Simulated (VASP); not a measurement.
A run of VASP 6.6.1 is set up as follows.

File INCAR:

```
PREC     = Accurate       # precision mode
ENCUT    = 600            # plane-wave cutoff, eV
EDIFF    = 1E-6           # SCF threshold, eV
ISMEAR   = -1             # smearing method
SIGMA    = 0.05           # smearing width, eV
LREAL    = F              # projectors in reciprocal space
LASPH    = T              # aspherical terms in the spheres
NELM     = 60             # most SCF steps
ALGO     = Fast           # electronic algorithm
ISIF     = 3              # what is computed and relaxed
LWAVE    = F              # write WAVECAR
LCHARG   = F              # write CHGCAR
GGA      = AM             # functional
IBRION   = 2              # ionic algorithm
NSW      = 60             # ionic steps
EDIFFG   = -0.02          # ionic threshold
```

Contents of KPOINTS:

```
Automatic mesh
0
Gamma
  6 6 3
```

Contents of POSCAR:

```
Ge
1.0
    3.9975858431      0.0000000000      0.0000000000
   -1.9987929216      3.4620108940      0.0000000000
    0.0000000000      0.0000000000      6.5993779500
Ge
4
Direct
    0.3333333333      0.6666666667      0.9370987500
    0.6666666667      0.3333333333      0.4370987500
    0.3333333333      0.6666666667      0.5629012500
    0.6666666667      0.3333333333      0.0629012500
```

Potentials or basis: VASP PAW PBE potentials, release 64 (Ge_d).

Run with:

```sh
$ cat potpaw_PBE.64/Ge_d/POTCAR > POTCAR
$ mpirun -np 1 vasp_std > vasp.out
```

Question: Estimate the relaxed volume.

Answer: 22.89 Å³/atom.

Question: Predict the band gap on the k mesh.

Answer: 0.13 eV, direct.

Question: What does it give for the relaxed cell?

Answer: a = 4.006 Å, b = 4.006 Å, c = 6.590 Å, α = 90.00°, β = 90.00°, γ = 120.00°.

Question: Predict the space group after relaxing (to 0.05 Å).

Answer: P6_3/mmc (No. 194).

Forces in eV/Å, atoms in the order of the input:
```
Ge   0.000  0.000  0.003
Ge   0.000  0.000  0.003
Ge   0.000  0.000 -0.003
Ge   0.000  0.000 -0.003
```

Caveat: the PAW data sets were made with another functional, which shifts forces and pressure a little; an odd mesh through Γ misses points on the zone boundary, where band edges often lie.
